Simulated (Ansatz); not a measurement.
# BN: the cost of one run

All numbers are computed with Ansatz 0.2.0 through its Python package. Level of theory: DFT LDA, plane waves, PAW.

### 1 The structure

It takes space group P1 (No. 1, triclinic). Conventional cell: a = 2.508 Å, b = 2.508 Å, c = 3.274 Å, α = 101.11°, β = 101.11°, γ = 119.81°. Around B (site symmetry 1) lie 3 N at 1.40 to 1.52 Å. N (site symmetry 1) has 3 B at 1.40 to 1.52 Å as nearest neighbours.

The script holds or builds the structure itself.

### 2 The script

Input file bn.py:

```python
import warnings

import ansatz as az
import numpy as np

VECTORS = np.array([
    [2.50804, 0.0, 0.0],
    [-1.24671, 2.17623, 0.0],
    [-0.63067, -1.08812, 3.02254],
])
SITES = [
    ("B", (0.97964, 0.9835, 0.00181)),
    ("N", (0.66851, 0.33238, 0.985)),
]


def make_crystal(cell):
    crystal = az.Crystal(lattice=az.Lattice.of(cell))
    for symbol, position in SITES:
        crystal = crystal.atom(symbol, position)
    return crystal

warnings.simplefilter("ignore", az.DeckWarning)

modes = {}
for scale in (1 - 0.01, 1.0, 1 + 0.01):
    calculation = (
        make_crystal(VECTORS * scale ** (1 / 3)).calculation()
        .functional("LDA")
        .basis(10 * az.Ha, xc_grid=1)
        .occupations("Fixed")
        .mixing("broyden", preconditioner="kerker_dos")
        .scf(self_checks="low")
        .kpoints(8, 8, 6)
        .phonons("dfpt")
    )
    modes[scale] = np.sort(calculation.run(threads=1).phonons.gamma_omega_inv_cm)
    print(f"V/V0 = {scale:.2f}:", np.round(modes[scale], 1) + 0.0)

low, middle, high = modes.values()
for w0, w1, w2 in zip(low, middle, high):
    if min(w0, w1, w2) > 5:
        print(f"{w1:8.1f} 1/cm   gamma = {-np.log(w2 / w0) / np.log((1 + 0.01) / (1 - 0.01)):6.2f}")
```

### 3 The calls as engine input

The engine receives this input (first run):

```yaml
crystal:
  lattice:
    - [2.499651843698528, 0.0, 0.0]
    - [-1.242540370192418, 2.1689515844292946, 0.0]
    - [-0.6285607200305221, -1.0844807754921144, 3.0124310950593087]
  atoms:
    - { symbol: B, position: [0.97964, 0.9835, 0.00181] }
    - { symbol: "N", position: [0.66851, 0.33238, 0.985] }
basis:
  ecutwfc: 272.11386245988
  xc_grid: 1
kpoints:
  mp_grid:
    grid: [8, 8, 6]
hamiltonian:
  xc: lda
scf:
  self_checks: low
  mixing:
    algorithm: broyden
    preconditioner: kerker_dos
  occupations:
    method: fixed
phonons:
  method: dfpt
```

### 4 Running it

On the command line:

```console
python bn.py
```

Q: Estimate wall time and peak memory on 1 thread of Arm Neoverse V2, shared host.

About 18 s, with a peak of 0.39 GiB.
